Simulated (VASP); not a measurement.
GaAs, 2 atoms in the cell. The structure is cubic, space group F-43m (No. 216). Conventional cell: a = 5.782 Å, b = 5.782 Å, c = 5.782 Å, α = 90.00°, β = 90.00°, γ = 90.00°. Ga (site symmetry -43m) has 4 As at 2.50 Å as nearest neighbours. Around As (site symmetry -43m) lie 4 Ga at 2.50 Å. The cell was built by a generator and isn't the measured one.

| Item | Value |
| --- | --- |
| Program | VASP 6.6.1 |
| Task | single point |
| Functional | TB-mBJ |
| Potentials or basis | VASP PAW PBE potentials, release 64 (Ga_d, As) |
| Cutoff | 520 eV |
| k mesh | 8 × 8 × 8 |
| Occupations | gaussian, width 0.02 eV |
| Spin | non-collinear spin, zero start, spin-orbit coupling |
| Starting moments | [[0.0, 0.0, 0.0], [0.0, 0.0, 0.0]] μB |
| Further INCAR settings | ALGO = Normal; EDIFF = 1e-07; NBANDS = 30 |

Potentials or basis: VASP PAW PBE potentials, release 64 (Ga_d, As).

Command:

```bash
$ cat potpaw_PBE.64/Ga_d/POTCAR potpaw_PBE.64/As/POTCAR > POTCAR
$ cp INCAR.step1 INCAR
$ mpirun -np 1 vasp_ncl > vasp.out
$ cp INCAR.step2 INCAR
$ mpirun -np 1 vasp_ncl > vasp.out
```

Hardware: 1 thread of Intel(R) Xeon(R) Platinum 8488C (Sapphire Rapids), with other jobs on the host.

Q: Estimate the wall time of this run.

A: Wall time 9.9 min on 1 thread of Intel(R) Xeon(R) Platinum 8488C (Sapphire Rapids), on a shared host, peak memory 0.37 GiB. Counts: scf iterations 34, k points 43.
